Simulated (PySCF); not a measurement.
**Core-level binding energies of 1-butene**

1-butene, C4H8.
Z-matrix (Å and degrees, PBE0-D3(BJ)/def2-SVP geometry), rows numbered from 1:
```
C 
C   1  1.3335
C   2  1.4965  1  125.50
C   3  1.5261  2  112.89  1   118.67
H   1  1.0954  2  121.30  3     0.85
H   1  1.0933  2  121.67  3  -179.39
H   2  1.0988  1  118.71  3   178.97
H   3  1.1053  2  108.87  1  -120.26
H   3  1.1026  2  109.50  1    -4.43
H   4  1.1009  3  110.98  2   -61.27
H   4  1.1006  3  111.30  2   178.39
H   4  1.1018  3  111.31  2    58.35
```

Level of theory: PySCF 2.14.0, delta-SCF UKS SCAN, pcX-2 on the ionised atom, pcseg-1 elsewhere, spin-free X2C. Binding energies are ΔSCF values: E(core-ionised, relaxed orbitals) − E(ground state) at a fixed geometry, referred to the vacuum level.

**Question.** List the computed XPS lines with their assignment.

**Answer.** 
| atom(s) | environment | level | binding energy (eV) | above the level's lowest (eV) | count |
| --- | --- | --- | --- | --- | --- |
| C1 | terminal =CH2 carbon | C 1s | 290.10 | 0.00 | 1 |
| C2 | alkene CH carbon | C 1s | 290.48 | +0.38 | 1 |
| C3 | allylic carbon | C 1s | 290.76 | +0.66 | 1 |
| C4 | methyl carbon | C 1s | 290.60 | +0.50 | 1 |

Lowest listed C 1s: C1, bonded to C (double bond) and 2 H. Highest, 0.66 eV above it: C3, bonded to 2 C and 2 H. Summing the Pauling electronegativity differences to the bonded atoms, each weighted by its formal bond order, gives -0.70 for the lowest site and -0.70 for the highest; the largest sum, -0.35, belongs to C2, 0.28 eV below the top. The smallest sum, -1.05, belongs to C4, 0.50 eV above the lowest.

**Question.** What is the longest wavelength that can ionise C 1s of C2 vertically?

**Answer.** λ = hc/E = 12398.42 eV Å / 290.48 eV = 42.683 Å.

Isolated species at its PBE0-D3(BJ)/def2-SVP geometry (one conformer only).
